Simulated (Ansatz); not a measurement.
# Co (P6_3/mmc) in Ansatz: further runs, part 2 of 2

Ansatz 0.2.0. The steps go on from the part before.

### Step 4. Relaxation of cell and atoms, PBEsol, collinear spin, ferromagnetic start, target pressure 10 GPa, at which the enthalpy is minimised

input.yaml reads:

```yaml
crystal:
  lattice:
    - [2.4705617809, 0.0, 0.0]
    - [-1.2352808905, 2.1395692639, 0.0]
    - [0.0, 0.0, 8.0882338]
  atoms:
    - { symbol: Co, position: [0.6666666667, 0.3333333333, 0.75], spin: 2.0 }
    - { symbol: Co, position: [0.0, 0.0, 0.5], spin: 2.0 }
    - { symbol: Co, position: [0.3333333333, 0.6666666667, 0.25], spin: 2.0 }
    - { symbol: Co, position: [0.0, 0.0, 0.0], spin: 2.0 }
kpoints:
  mp_grid: { grid: [12, 12, 4] }
scf:
  occupations: { method: fermi_dirac, width: 0.05 }
hamiltonian:
  xc: pbesol
  pseudopotentials: { kind: all_electron, lapw: { basis_error: 0.002 } }
magnetization:
  spin_polarized: true
output:
  forces: true
  stress: true
relax:
  f_tol: 0.005
  max_steps: 60
  cell: { p_target: 10 }
```

Potentials or basis: all-electron LAPW, scalar-relativistic.

Command:

```bash
$ ansatz run input.yaml --threads 4 --pin off --max-ram 12288MiB --backend cpu --events-out ev --progress --plain --runs-dir out
```

The program printed:

```text
Warning: RAYON_NUM_THREADS=4 ignored (pool sized by the plan → 4); use --threads N
The last accepted step is kept in <dir> (removed where the run ends without a failure and the disk answers)
LAPW: plane waves up to 9.046 Å⁻¹, error target 2.0e-3 eV per atom; small_component_spin mean_spin; Co in spheres of 1.198 Å, 17 of its electrons in bands, Dirac shells [] (how accurate: hamiltonian.pseudopotentials.lapw.basis_error, Limitations)
Engine: ansatz 0.2.0, x86_64-unknown-linux-gnu
Pseudopotentials: kind: all_electron
Pseudopotential: Co, LAPW, valence charge 17, lapw/all_electron/scalar/gaussian/Co, Koelling and Harmon's equation, gaussian nucleus
Functional definition: PBEsol
  exchange = pbesol_x
  correlation = pbesol_c
Crystal: 4 atoms, lattice volume = 42.754 Å³
Basis set: ecut = 311.75982937967234 eV, 539 PW (Γ), exchange–correlation at level 2
Bands: 46, of which v1, the nominal top of the filled ones, is band 34 counted from 1 (33 counted from 0)
Symmetry: 24 space group operations
Space group: P63/mmc (ITA 194), of the structure as read, at distance tolerance 3.5e-5 Å
Magnetic group: BNS 194.263 (UNI 1493), of the structure as read, at distance tolerance 3.5e-5 Å
k-points: 57 of 576
Non-local potential: Co, projectors of the file, none
Initial density: superposition of atomic densities (chi_scale 0.1, normalization cell)
Starting moments: Σ|m| = 8 μB on 4 of 4 sites
Initial wavefunctions: plane waves of lowest kinetic energy (no species holds an atomic orbital)
Functional: x = pbesol(κ = 0.804, μ = 0.12345679012345678), c = pbesol(β = 0.046)
iter 1 solved again at ethr=3.41e-5 eV; its pass at ethr=1.00e-1 eV (dr2=2.32e-2 eV) is discarded
SCF iter   1: F=—  HF=-151537.391947 eV  |F-HF|=—  |Δ(HF+E_count)|=         —  Δρ=1.63e-2 (↑1.57e-2 ↓1.63e-2)  dr2=2.34e-2  dr2_m=8.99e-2  M=6.714 μB ∫|m|=6.929 μB  β_m=0.30  ethr=3.41e-5  ⟨swp⟩=3.2  Hψ=40053  notcnv=0
Mixer restart at iter 1: flushing history
preconditioner: auto → Kerker (q_TF=auto, 2.948 Å⁻¹)  [metal: Δε(μ)=0.023 eV  Ē_g=9.705 eV  σ=0.050 eV  W_gap=0.12  n_scr=12 (ndim 8)  ℏωp=34.1 eV  f_vac=0.000  D(μ)=3.82/eV (n_scr^D=52)]
spin=Collinear: Kerker preconditioning applied to the charge; magnetization (m = ρ↑ − ρ↓) channel mixes plain (no charge-response kernel on spin).
SCF iter   2: F=—  HF=-151537.528801 eV  |F-HF|=—  |Δ(HF+E_count)|=         —  Δρ=1.22e-2 (↑1.15e-2 ↓1.22e-2)  dr2=1.24e-2  dr2_m=5.07e-2  M=6.649 μB ∫|m|=6.925 μB  β_m=0.30  ethr=3.41e-5  ⟨swp⟩=2.5  Hψ=14942  notcnv=0
Mixer restart at iter 2: flushing history
SCF iter   3: F=—  HF=-151537.590891 eV  |F-HF|=—  |Δ(HF+E_count)|=   6.21e-2  Δρ=8.95e-3 (↑8.35e-3 ↓8.95e-3)  dr2=8.48e-3  dr2_m=2.64e-2  M=6.629 μB ∫|m|=6.960 μB  β_m=0.63  ethr=1.82e-5  ⟨swp⟩=2.0  Hψ=14727  notcnv=0
SCF iter   4: F=—  HF=-151537.675562 eV  |F-HF|=—  |Δ(HF+E_count)|=   8.47e-2  Δρ=1.56e-3 (↑1.10e-3 ↓1.56e-3)  dr2=1.09e-3  dr2_m=3.92e-4  M=6.582 μB ∫|m|=7.073 μB  β_m=0.82  ethr=1.25e-5  ⟨swp⟩=3.0  Hψ=16500  notcnv=0
SCF iter   5: F=—  HF=-151537.679676 eV  |F-HF|=—  |Δ(HF+E_count)|=         —  Δρ=1.68e-3 (↑5.76e-4 ↓1.68e-3)  dr2=3.37e-3  dr2_m=1.51e-4  M=6.586 μB ∫|m|=7.107 μB  β_m=0.82  ethr=1.60e-6  ⟨swp⟩=3.0  Hψ=16010  notcnv=0
the basis was enlarged: its passes take 541.0 KiB over the memory plan, 4 of 4 planned eigensolver slots
SCF iter   6: F=—  HF=-151537.678645 eV  |F-HF|=—  |Δ(HF+E_count)|=   1.03e-3  Δρ=7.10e-4 (↑1.80e-4 ↓7.10e-4)  dr2=4.87e-4  dr2_m=3.95e-5  M=6.591 μB ∫|m|=7.129 μB  β_m=0.55  ethr=1.60e-6  ⟨swp⟩=2.3  Hψ=14585  notcnv=0
iter 7 solved again at ethr=2.05e-8 eV; its pass at ethr=7.16e-7 eV (dr2=1.39e-5 eV) is discarded
SCF iter   7: F=—  HF=-151537.678327 eV  |F-HF|=—  |Δ(HF+E_count)|=   3.17e-4  Δρ=1.71e-4 (↑1.32e-4 ↓1.71e-4)  dr2=1.39e-5  dr2_m=5.83e-6  M=6.592 μB ∫|m|=7.134 μB  β_m=0.74  ethr=2.05e-8  ⟨swp⟩=2.0  Hψ=24874  notcnv=0
SCF iter   8: F=—  HF=-151537.678324 eV  |F-HF|=—  |Δ(HF+E_count)|=   3.32e-6  Δρ=8.22e-5 (↑2.99e-5 ↓8.22e-5)  dr2=8.14e-6  dr2_m=6.10e-7  M=6.593 μB ∫|m|=7.136 μB  β_m=0.86  ethr=2.04e-8  ⟨swp⟩=2.0  Hψ=14489  notcnv=0
[... 58 lines left out ...]
iter 4 solved again at ethr=1.00e-12 eV; its pass at ethr=5.79e-12 eV (dr2=2.49e-10 eV) is discarded
SCF iter   4: F=—  HF=-151537.654684 eV  |F-HF|=—  |Δ(HF+E_count)|=   5.13e-8  Δρ=4.63e-7 (↑4.63e-7 ↓4.59e-7)  dr2=2.49e-10  dr2_m=1.66e-11  M=6.237 μB ∫|m|=6.731 μB  β_m=0.62  ethr=1.60e-12 (applied; sched 1.00e-12)  ⟨swp⟩=2.0  Hψ=26915  notcnv=0
SCF iter   5: F=-151537.654684 eV  HF=-151537.654684 eV  |F-HF|=1.86e-8  |Δ(HF+E_count)|=   1.60e-9  Δρ=1.96e-6 (↑5.95e-7 ↓1.96e-6)  dr2=6.46e-9  dr2_m=1.75e-10  M=6.237 μB ∫|m|=6.731 μB  ethr=2.20e-12 (applied; sched 1.00e-12)  ⟨swp⟩=2.0  Hψ=14487  notcnv=0
SCF 5 converged in 5 iterations: F = -151537.654684 eV  dr2 = 6.46e-9
relax step   5: F+E_penalty+E_count = -151537.65468408 eV  Δ(F+E_penalty+E_count) = +7.327e-4 eV  max|allowed force component| = 6.245e-17 eV/Å  Δτ_max = 0.0000 Å  P = +10.004 GPa  Ω = 40.028 Å³  (5 SCF iters, accepted)
Basis set: ecut = 325.7590463165973 eV, 527 PW (Γ), exchange–correlation at level 2
iter 1 solved again at ethr=9.56e-12 eV; its pass at ethr=1.00e-1 eV (dr2=6.50e-9 eV) is discarded
SCF iter   1: F=—  HF=-151537.654686 eV  |F-HF|=—  |Δ(HF+E_count)|=         —  Δρ=8.31e-6 (↑8.31e-6 ↓6.04e-6)  dr2=3.04e-9  dr2_m=5.01e-10  M=6.237 μB ∫|m|=6.730 μB  β_m=0.65  ethr=9.56e-12  ⟨swp⟩=5.2  Hψ=40993  notcnv=0  reapply=84
SCF iter   2: F=—  HF=-151537.654687 eV  |F-HF|=—  |Δ(HF+E_count)|=   7.97e-8  Δρ=2.92e-6 (↑2.92e-6 ↓2.12e-6)  dr2=4.53e-10  dr2_m=6.48e-11  M=6.237 μB ∫|m|=6.730 μB  β_m=0.61  ethr=4.47e-12  ⟨swp⟩=2.3  Hψ=14559  notcnv=0
SCF iter   3: F=-151537.654687 eV  HF=-151537.654687 eV  |F-HF|=5.73e-8  |Δ(HF+E_count)|=   2.34e-8  Δρ=3.77e-6 (↑1.07e-6 ↓3.77e-6)  dr2=2.25e-8  dr2_m=7.37e-10  M=6.237 μB ∫|m|=6.730 μB  ethr=2.20e-12 (applied; sched 1.00e-12)  ⟨swp⟩=2.0  Hψ=14487  notcnv=0
SCF 6 converged in 3 iterations: F = -151537.654687 eV  dr2 = 2.25e-8
relax step   6: F+E_penalty+E_count = -151537.65468653 eV  Δ(F+E_penalty+E_count) = -2.445e-6 eV  max|allowed force component| = 4.742e-17 eV/Å  Δτ_max = 0.0000 Å  P = +10.004 GPa  Ω = 40.028 Å³  stress off target by 1.22e-2 GPa  SCF on the basis re-selected at this cell (its energy is not comparable with the rows above)  (3 SCF iters)
basis re-selected at this cell: Δ(F+E_penalty+E_count) = -2.445e-6 eV, ΔP = -0.000 GPa vs the last step (what re-selecting the basis moved, after the strain that the cell walked since its last selection, with what the two solves' SCF thresholds leave and, on support functions, any second-order correction that the steps lacked; it is no measure of the basis error at this ecutwfc). This SCF's stress stands 1.22e-2 GPa from its target on what of the cell is left free (relax.cell.stress_tol is 5.00e-2 GPa) and its largest allowed force component is 4.74e-17 eV/Å (relax.f_tol is 5.00e-3 eV/Å): within both
SCF converged after 3 iterations
Magnetization: 6.2373 μB (37.1186 up, 30.8814 down)
Absolute magnetization: 6.7303 μB (∫|ρ↑−ρ↓|)
Spin contamination: 0.0801 ħ² per cell (⟨S²⟩ above its minimum at these occupations)
Per-site moments (μB) at R_I (Å): [(1.620884692894176, 1.172193438202068), (1.5992388761486964, 1.172193438202068), (1.620884692894176, 1.172193438202068), (1.5992388761486964, 1.172193438202068)]
Free energy (F): -151537.654687 eV
Harris-Foulkes:  -151537.654687 eV  (|F-HF|=5.73e-8)
Internal energy: -151537.621553 eV  (E = F + TS)
E sigma→0 (E₀):  -151537.638120 eV
Entropy (-TS):   -0.033133 eV (-8.283 meV/atom)
Fermi energy:    20.879793 eV
--- Per-component energies (eV) ---
  E_band       = -832.396698
  E_kinetic    = 153782.358876
  E_xc         = -6366.480660
  E_electrostatic = -298953.499769  (all electrons and nuclei)
  E_smearing   = -0.033133  (= −TS)
  E_closure    = 0.000000  (closes the sum)
  E_atoms      = -151501.757459  (free atoms, spherical and without spin; not in F)
  Σ components = -151537.654687   (vs F -151537.654687, Δ=0.00e0)
  Basis errors (estimates in eV, not in F): energy 5.3e-4 per atom: plane waves 4.6e-4 (2.5e-4 summed), levels above the bands 4.5e-103, relativity 1.8e-8, radial functions 7.5e-5, core shells 5.8e-9; eigenvalues (radial functions only) 9.3e-7; not estimated: angular momenta, meshes, grids; target (lapw.basis_error) 2.0e-3; muffin-tin radii Co 1.172 Å
--- Forces (eV/Å), atoms counted from 1 ---
  atom   1  Co     0.00000000     0.00000000     0.00000000
  atom   2  Co    -0.00000000     0.00000000     0.00000000
  atom   3  Co    -0.00000000    -0.00000000     0.00000000
  atom   4  Co     0.00000000    -0.00000000     0.00000000
  max |Σ_I F_I| component: 1.39e-17 eV/Å
--- Stress (GPa, compression-positive) ---
       10.011766      -0.000000       0.000000
        0.000000      10.011766       0.000000
        0.000000       0.000000       9.987757
  P = ⅓ Tr σ = 10.0038 GPa (100.038 kbar)
--- Relaxed structure (5 steps of the walk, 5 accepted, 1 SCFs on fresh bases) ---
  F+E_penalty+E_count = -151537.65468653 eV   max|allowed force component| = 4.742e-17 eV/Å   (the final SCF, on the basis selected at the relaxed cell)
  cell:  # Å, volume = 40.0278 Å³
    - [2.4254712102974163, 2.8340694369350793e-11, 0.0]
    - [-1.2127356051732519, 2.100519684251181, 0.0]
    - [0.0, 0.0, 7.8566678133435905]
  atoms:
    - { symbol: Co, position: [0.6666666666666667, 0.33333333333333326, 0.75] }
    - { symbol: Co, position: [6.794435701919942e-35, 6.610465137867924e-35, 0.4999999999999999] }
    - { symbol: Co, position: [0.3333333333333333, 0.6666666666666666, 0.24999999999999994] }
    - { symbol: Co, position: [7.897778205009114e-35, -5.860341434467898e-35, -9.200184299808416e-105] }
```

Wall time 68 s (4 threads of Intel Xeon 6975P-C (Granite Rapids), shared host); peak memory 0.91 GiB.

What came out:

* Free energy: -151537.6547 eV
* Relaxed volume: 10.01 Å³/atom
* Relaxed cell: a = 2.425 Å, b = 2.425 Å, c = 7.857 Å, α = 90.00°, β = 90.00°, γ = 120.00°
* Space group after relaxing (to 0.05 Å): P6_3/mmc (No. 194)
* Energy change on relaxing (the enthalpy is what falls): +5.9 meV/atom
* Ionic steps: 6
* Pressure after relaxing: 10.0 GPa
* Net moment: 6.24 μB per cell
* Absolute moment: 6.73 μB per cell
* Site moments: Co +1.62, +1.60 μB

Step by step:
```csv
step,energy change (eV),largest force (eV/Å),volume (Å³)
1,0.0000,0.0000,42.75
2,-0.0199,0.0000,41.18
3,0.0328,0.0000,39.89
4,0.0229,0.0000,40.04
5,0.0236,0.0000,40.03
6,0.0236,0.0000,40.03
```

Final structure:
```yaml
crystal:
  lattice:
    - [2.42547, 0.00000, 0.00000]
    - [-1.21274, 2.10052, 0.00000]
    - [0.00000, 0.00000, 7.85667]
  atoms:
    - { symbol: Co, position: [0.66667, 0.33333, 0.75000] }
    - { symbol: Co, position: [0.00000, 0.00000, 0.50000] }
    - { symbol: Co, position: [0.33333, 0.66667, 0.25000] }
    - { symbol: Co, position: [0.00000, 0.00000, 0.00000] }
```

### Step 5. Relaxation of cell and atoms, PBEsol, collinear spin, ferromagnetic start, target pressure 20 GPa, at which the enthalpy is minimised

input.yaml: that of step 4 with these lines changed.

```diff
@@ -25,2 +25,2 @@
   max_steps: 60
-  cell: { p_target: 10 }
+  cell: { p_target: 20 }
```

Command:

```bash
$ ansatz run input.yaml --threads 4 --pin off --max-ram 12288MiB --backend cpu --events-out ev --progress --plain --runs-dir out
```

Wall time 70 s (4 threads of Intel Xeon 6975P-C (Granite Rapids), shared host); peak memory 0.94 GiB.

Results (log left out):

```
Free energy                                            : -151537.5350 eV
Relaxed volume                                         : 9.68 Å³/atom
Relaxed cell                                           : a = 2.398 Å, b = 2.398 Å, c = 7.778 Å, α = 90.00°, β = 90.00°, γ = 120.00°
Space group after relaxing (to 0.05 Å)                 : P6_3/mmc (No. 194)
Energy change on relaxing (the enthalpy is what falls) : +35.8 meV/atom
Ionic steps                                            : 6
Pressure after relaxing                                : 20.0 GPa
Net moment                                             : 6.08 μB per cell
Absolute moment                                        : 6.54 μB per cell
Site moments                                           : Co +1.58, +1.56 μB
```

Step by step:
```
step  energy change (eV)  largest force (eV/Å)  volume (Å³)
   1              0.0000                0.0000        42.75
   2              0.0144                0.0000        40.20
   3              0.1840                0.0000        38.43
   4              0.1403                0.0000        38.76
   5              0.1433                0.0000        38.74
   6              0.1433                0.0000        38.74
```

Final structure:
```cif
data_structure
_symmetry_space_group_name_H-M 'P 1'
_symmetry_Int_Tables_number 1
_cell_length_a 2.3980
_cell_length_b 2.3980
_cell_length_c 7.7784
_cell_angle_alpha 90.000
_cell_angle_beta 90.000
_cell_angle_gamma 120.000
_cell_volume 38.74
loop_
_atom_site_label
_atom_site_type_symbol
_atom_site_fract_x
_atom_site_fract_y
_atom_site_fract_z
_atom_site_occupancy
Co1 Co 0.66667 0.33333 0.75000 1
Co2 Co 0.00000 0.00000 0.50000 1
Co3 Co 0.33333 0.66667 0.25000 1
Co4 Co 0.00000 0.00000 0.00000 1
```

### Step 6. Summary

| cell | pressure (GPa) | moment (μB) |
| --- | --- | --- |
| relaxed | 0.0 | 6.48 |
| relaxed to 5 GPa | 5.0 | 6.35 |
| relaxed to 10 GPa | 10.0 | 6.24 |
| relaxed to 20 GPa | 20.0 | 6.08 |

Alike in all rows: task relaxation of cell and atoms; level PBEsol; potentials or basis all-electron LAPW, scalar-relativistic; spin collinear, ferromagnetic start; k mesh 12 × 12 × 4; smearing fermi-dirac 0.05 eV; basis error allowed 0.002 eV/atom.

Compare energies only between runs with the same functional and basis.
